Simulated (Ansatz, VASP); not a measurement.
## Al2Pt in VASP and in Ansatz

The input INCAR:

```
  ALGO = Fast
  EDIFF = 1E-7
  EDIFFG = -0.04
  ENCUT = 600
  GGA = PE
  IBRION = 2
  ISIF = 3
  ISMEAR = 0
  LASPH = T
  LCHARG = F
  LREAL = F
  LWAVE = F
  NELM = 60
  NSW = 90
  PREC = Accurate
  SIGMA = 0.1
```

File KPOINTS:

```
k-points
0
Gamma
  4 4 4
```

The input POSCAR:

```
Al2Pt
1.0
    4.2450846400      0.0000000000      0.0000000000
    0.0000000000      4.2450846400      0.0000000000
    0.0000000000      0.0000000000      5.7230870000
Al Pt
4 2
Direct
    0.5000000000      0.5000000000      0.0000000000
    0.0000000000      0.0000000000      0.5000000000
    0.5000000000      0.5000000000      0.5000000000
    0.0000000000      0.0000000000      0.0000000000
    0.5000000000      0.0000000000      0.6992385800
    0.0000000000      0.5000000000      0.3007614200
```

Input for Ansatz:

```yaml
crystal:
  lattice:
    - [4.24508464, 0.0, 0.0]
    - [0.0, 4.24508464, 0.0]
    - [0.0, 0.0, 5.723087]
  atoms:
    - { symbol: Al, position: [0.5, 0.5, 0.0] }
    - { symbol: Al, position: [0.0, 0.0, 0.5] }
    - { symbol: Al, position: [0.5, 0.5, 0.5] }
    - { symbol: Al, position: [0.0, 0.0, 0.0] }
    - { symbol: Pt, position: [0.5, 0.0, 0.69923858] }
    - { symbol: Pt, position: [0.0, 0.5, 0.30076142] }
basis:
  ecutwfc: 420
kpoints:
  mp_grid: { grid: [4, 4, 4] }
hamiltonian:
  xc: pbe
scf:
  occupations: { method: gaussian, width: 0.1 }
  lower_state_search: "off"
output:
  forces: true
  stress: true
  eigenvalues: true
relax:
  adjacent_minimum: "off"
  f_tol: 0.04
  max_steps: 70
  cell: { stress_tol: 0.4 }
```

Alike in both runs: task relaxation of cell and atoms; functional PBE; k mesh 4 × 4 × 4; occupations gaussian, width 0.1 eV; no spin polarisation.

|  | VASP | Ansatz |
| --- | --- | --- |
| version | VASP 6.6.1 | Ansatz 0.2.0 |
| potentials or method | VASP PAW PBE potentials, release 64 (Al, Pt) | scalar-relativistic, plane waves, PAW |
| plane-wave cutoff (eV) | 600 | 420 |
| valence electrons in the cell | 32 | 48 |

VASP gave:

```
gap on the k mesh at the Fermi level, each at its own relaxed structure (eV) : none
relaxed volume (Å³/atom)                                                     : 17.52
relaxed cell length with the largest relative difference (Å)                 : 4.253
energy change over the relaxation (meV/atom)                                 : -187
```

What did Ansatz give for the same quantities?

gap on the k mesh at the Fermi level, each at its own relaxed structure (eV): none; relaxed volume (Å³/atom): 17.54; relaxed cell length with the largest relative difference (Å): 4.255; energy change over the relaxation (meV/atom): -188.

A gap of «none» marks a metal or a gap that the smearing closes. The two sets of potentials don't hold the same shells in valence.

Caveats: the k mesh is coarse (spacing up to 0.37 Å⁻¹), so the values aren't converged. Spin-orbit coupling is left out, which matters for the levels of Pt.
